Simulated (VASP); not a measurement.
Crystal: Ag2O.

```
Ag O
1.0
     4.71800    0.00000    0.00000
     0.00000    4.71800    0.00000
     0.00000    0.00000    4.71800
Ag O
4 2
Direct
  0.75000 0.25000 0.75000
  0.75000 0.75000 0.25000
  0.25000 0.75000 0.75000
  0.25000 0.25000 0.25000
  0.50000 0.50000 0.50000
  0.00000 0.00000 0.00000
```

- Program: VASP 6.6.1
- Task: relaxation of cell and atoms
- Functional: LDA
- Potentials or basis: VASP PAW LDA potentials, release 64 (Ag, O)
- Cutoff: 600 eV
- k mesh: 5 × 5 × 5
- Occupations: fermi-dirac, width 0.05 eV
- Spin: no spin polarisation

At the start: pressure -4.6 GPa; volume 17.50 Å³/atom.

Q: Where does the relaxation end?

A: Over 3 steps the energy falls by 13.4 meV/atom and the volume is 16.63 Å³/atom (-5.0 %); space group Pn-3m (No. 224, to 0.05 Å).

Step by step:
```
step  energy change (eV)  largest force (eV/Å)  pressure (GPa)  volume (Å³)
   1              0.0000                0.0000           -4.64       105.02
   2             -0.0628                0.0000            2.51        97.51
   3             -0.0802                0.0000           -0.01        99.77
```

Final structure:
```
CELL_PARAMETERS angstrom
4.63801 0.00000 0.00000
0.00000 4.63801 0.00000
0.00000 0.00000 4.63801
ATOMIC_POSITIONS crystal
Ag 0.75000 0.25000 0.75000
Ag 0.75000 0.75000 0.25000
Ag 0.25000 0.75000 0.75000
Ag 0.25000 0.25000 0.25000
O 0.50000 0.50000 0.50000
O 0.00000 0.00000 0.00000
```
